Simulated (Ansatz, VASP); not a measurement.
## One calculation of GaSb, two programs

INCAR

```
ALGO     = Normal         # electronic algorithm
EDIFF    = 1E-7           # SCF threshold, eV
EDIFFG   = -0.005         # ionic threshold
ENCUT    = 600            # plane-wave cutoff, eV
GGA      = PE             # functional
IBRION   = 2              # ionic algorithm
ISIF     = 3              # what is computed and relaxed
ISMEAR   = 0              # smearing method
LASPH    = T              # aspherical terms in the spheres
LCHARG   = F              # write CHGCAR
LREAL    = F              # projectors in reciprocal space
LWAVE    = F              # write WAVECAR
NELM     = 80             # most SCF steps
NSW      = 100            # ionic steps
PREC     = Accurate       # precision mode
SIGMA    = 0.1            # smearing width, eV
```

File KPOINTS:

```
k-points
0
Gamma
  12 12 12
```

Contents of POSCAR:

```
GaSb
1.0
    0.0000000000      3.0590000000      3.0590000000
    3.0590000000      0.0000000000      3.0590000000
    3.0590000000      3.0590000000      0.0000000000
Ga Sb
1 1
Direct
    0.0000000000      0.0000000000      0.0000000000
    0.2500000000      0.2500000000      0.2500000000
```

Input for Ansatz:

```yaml
crystal:
  lattice:
    - [0.0, 3.059, 3.059]
    - [3.059, 0.0, 3.059]
    - [3.059, 3.059, 0.0]
  atoms:
    - { symbol: Ga, position: [0.0, 0.0, 0.0] }
    - { symbol: Sb, position: [0.25, 0.25, 0.25] }
basis:
  ecutwfc: 420
kpoints:
  mp_grid: { grid: [12, 12, 12] }
hamiltonian:
  xc: pbe
scf:
  occupations: { method: gaussian, width: 0.1 }
output:
  forces: true
  stress: true
  eigenvalues: true
relax:
  adjacent_minimum: "off"
  f_tol: 0.005
  max_steps: 80
  cell: { stress_tol: 0.05 }
```

Alike in both runs: task relaxation of cell and atoms; functional PBE; k mesh 12 × 12 × 12; occupations gaussian, width 0.1 eV; no spin polarisation.

|  | VASP | Ansatz |
| --- | --- | --- |
| version | VASP 6.6.1 | Ansatz 0.2.0 |
| potentials or method | VASP PAW PBE potentials, release 64 (Ga_d, Sb) | scalar-relativistic, plane waves, PAW |
| plane-wave cutoff (eV) | 600 | 420 |
| valence electrons in the cell | 18 | 28 |

|  | VASP | Ansatz | Ansatz less VASP |
| --- | --- | --- | --- |
| gap on the k mesh at the Fermi level, each at its own relaxed structure (eV) | none | none | - |
| relaxed volume (Å³/atom) | 30.02 | 29.99 | -0.034 |
| relaxed cell length with the largest relative difference (Å) | 4.396 | 4.394 | -0.0017 |
| energy change over the relaxation (meV/atom) | -10 | -10 | +0.5 |

A gap of «none» marks a metal or a gap that the smearing closes. The two sets of potentials don't hold the same shells in valence.

Caveats: this crystal is a semiconductor, whose small gap the functional closes, so the metal is an error of the method. The runs have no spin-orbit coupling, so splittings on Sb are missing. PBE usually gives volumes a little too large and moduli too small.
